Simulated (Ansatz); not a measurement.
Input and command of a plane-wave DFT calculation in Ansatz:

```yaml
crystal:
  lattice:
    - [3.0453677658, 0.0, 0.0]
    - [-1.5226838829, 2.637365849, 0.0]
    - [0.0, 0.0, 5.0837788454]
  atoms:
    - { symbol: Ta, position: [0.3333333333, 0.6666666667, 0.2528761935] }
    - { symbol: Ta, position: [0.6666666667, 0.3333333333, 0.7471238065] }
    - { symbol: C, position: [0.0, 0.0, 0.0] }
basis:
  ecutwfc: 420
kpoints:
  mp_grid: { grid: [18, 18, 12] }
hamiltonian:
  xc: pbesol
scf:
  occupations: { method: gaussian, width: 0.15 }
output:
  forces: true
  stress: true
  eigenvalues: true
  write_density: true
  write_potential: true
  elf: true
  volumetric_format: npy
```

```bash
ansatz run input.yaml --threads 1 --pin off --max-ram 2560MiB --backend cpu --events-out ev --progress --plain --runs-dir out
```

Processor: Intel(R) Xeon(R) Platinum 8488C (Sapphire Rapids), 1 thread, on a host shared with other jobs.

Question: Estimate time, memory and problem size.

Answer: About 12 s on 1 thread of Intel(R) Xeon(R) Platinum 8488C (Sapphire Rapids), with other jobs on the host, peak memory 0.56 GiB. It solves 19 bands at 394 k points (the mesh reduced by symmetry) with about 785 plane waves, in 6 SCF iterations.
